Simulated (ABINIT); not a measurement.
Runs of ABINIT 10.8.3 (patched build) on Sn. It takes space group I4_1/amd (No. 141, tetragonal). The conventional cell has a = 5.880 Å, b = 5.880 Å, c = 3.199 Å, α = 90.00°, β = 90.00°, γ = 90.00°. Sn (site symmetry -4m2) is surrounded by 6 Sn at 3.05 to 3.20 Å. 

```csv
potentials or basis,cutoff (eV),fine-grid cutoff,gap on the mesh (eV),pressure (GPa)
SG15 NC PBE v1.2,707,-,none,-1.8
"Ansatz PAW PBE default generated set, frozen core",490,979.61 eV,none,-0.4
Ansatz NC r2SCAN,1469,-,none,-0.4
JTH PAW PBE v2.0,707,1306.15 eV,none,-0.6
PseudoDojo NC SR PBE v0.4.1 standard,1170,-,none,(a)
```

Alike in all rows: task single point; level r2SCAN; no spin polarisation; cell as given; k mesh 7 × 7 × 7; smearing fermi-dirac 0.05 eV.

Q: Fill in the values left out.

A: (a) -0.8.

Caveats: the potentials were made for another functional, which shifts forces and pressure (some runs); the PAW data sets were made with another functional, which shifts forces and pressure a little (some runs); a meta-GGA on potentials with a model core is unreliable (some runs).

A k mesh can miss the band edges, and the runs leave out spin-orbit coupling on Sn.

A gap of «none» marks a metal or a gap under the smearing width.
